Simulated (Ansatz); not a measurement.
Runs of Ansatz 0.2.0 on Ba. The structure is cubic, space group Im-3m (No. 229). Conventional cell: a = 4.945 Å, b = 4.945 Å, c = 4.945 Å, α = 90.00°, β = 90.00°, γ = 90.00°. Around Ba (site symmetry m-3m) lie 8 Ba at 4.28 Å. 

| task | level | spin | fixed moment (μB) | k mesh | cutoff (eV) | smearing | gap on the mesh (eV) | pressure (GPa) |
| --- | --- | --- | --- | --- | --- | --- | --- | --- |
| single point | RPBE | off | - | 8 × 8 × 8 | 77 | gaussian 0.1 eV | none | 1.1 |
| single point | PBEsol | off | - | 8 × 8 × 8 | 77 | gaussian 0.05 eV | none | (a) |
| elastic constants | revPBE | off | - | 6 × 6 × 6 | 83 | gaussian 0.1 eV | none | 1.1 |
| single point | PBEsol+D3(BJ) | collinear, ferromagnetic start | 2.0 | 8 × 8 × 8 | 77 | fermi-dirac 0.05 eV | - | -1.1 |

Alike in all rows: potentials or basis all-electron LAPW, scalar-relativistic; cell volume scaled by 0.96; basis error allowed 0.001 eV/atom.

Problem. Fill in the values left out.

Solution. (a) -0.4.

Caveats: the k mesh is thin for a metal, which can move the energy by tens of meV per atom (some runs); a metal's response needs a denser mesh (some runs); elastic constants of metals need much finer meshes, so these are rough (some runs); the total moment is fixed, so each spin has its own Fermi level (some runs).

A k mesh can miss the band edges, and the runs leave out spin-orbit coupling on Ba.

A gap of «none» marks a metal or a gap under the smearing width.

Runs at the PBE level aren't shown here.
